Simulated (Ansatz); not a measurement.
Theory: DFT PBE, scalar-relativistic, plane waves, PAW (Ansatz 0.2.0). All cells share a 420 eV cutoff and Γ-centred k meshes spaced at most about 0.3 Å⁻¹ (about 0.25 or finer for metals, 2π included). No spin polarisation.

Temperature and zero-point effects are left out.

Compare these two cells of Mg₂B₃, each relaxed at this level.

1.

```cif
data_structure
_symmetry_space_group_name_H-M 'R-3m:H'
_symmetry_Int_Tables_number 166
_cell_length_a 3.0529
_cell_length_b 3.0529
_cell_length_c 21.1353
_cell_angle_alpha 90.000
_cell_angle_beta 90.000
_cell_angle_gamma 120.000
_cell_volume 170.60
loop_
_atom_site_label
_atom_site_type_symbol
_atom_site_symmetry_multiplicity
_atom_site_Wyckoff_symbol
_atom_site_fract_x
_atom_site_fract_y
_atom_site_fract_z
_atom_site_occupancy
Mg1 Mg 6 c 0.33333 0.66667 0.08134 1
B1 B 3 a 0.00000 0.00000 0.00000 1
B2 B 6 c 0.00000 0.00000 0.16602 1
```

2.

```cif
data_structure
_symmetry_space_group_name_H-M 'P6/mmm'
_symmetry_Int_Tables_number 191
_cell_length_a 4.6013
_cell_length_b 4.6013
_cell_length_c 4.6795
_cell_angle_alpha 90.000
_cell_angle_beta 90.000
_cell_angle_gamma 120.000
_cell_volume 85.80
loop_
_atom_site_label
_atom_site_type_symbol
_atom_site_symmetry_multiplicity
_atom_site_Wyckoff_symbol
_atom_site_fract_x
_atom_site_fract_y
_atom_site_fract_z
_atom_site_occupancy
Mg1 Mg 2 d 0.33333 0.66667 0.50000 1
B1 B 2 e 0.00000 0.00000 0.66866 1
B2 B 1 a 0.00000 0.00000 0.00000 1
```

Question: Which would you expect to be lower, and how large is the difference?

Answer: Cell 1 is lower, by 0.32 eV/atom. Cell 1 has space group R-3m (No. 166), 11.4 Å³/atom and no gap on its mesh; cell 2 has space group P6/mmm (No. 191), 17.2 Å³/atom and no gap. Counting B atoms around Mg (those within 1.25 times the shortest such distance or 1.15 times the sum of covalent radii; the shortest distance is added where it is long for a bond), cell 1 has Mg 9 and cell 2 has Mg 6 from 2.8 Å. Cell 1 holds B–B nets (shortest 1.76 Å); cell 2 holds B–B chains (shortest 1.55 Å). The denser one is the lower, and pressure would at first widen the difference. Even the lower one lies +0.33 eV/atom against the reference forms of the elements (uncorrected), so neither is stable at this level. Both come from invented guesses. The lowest form computed isn't among them: it has space group P4_2/mcm (No. 132), 14.1 Å³/atom and lies 115 meV/atom below the best shown.

Cells relaxed within their symmetry can be saddle points. Some structure types and database cells were kept out of the candidates from the start, so a known form may be missing.
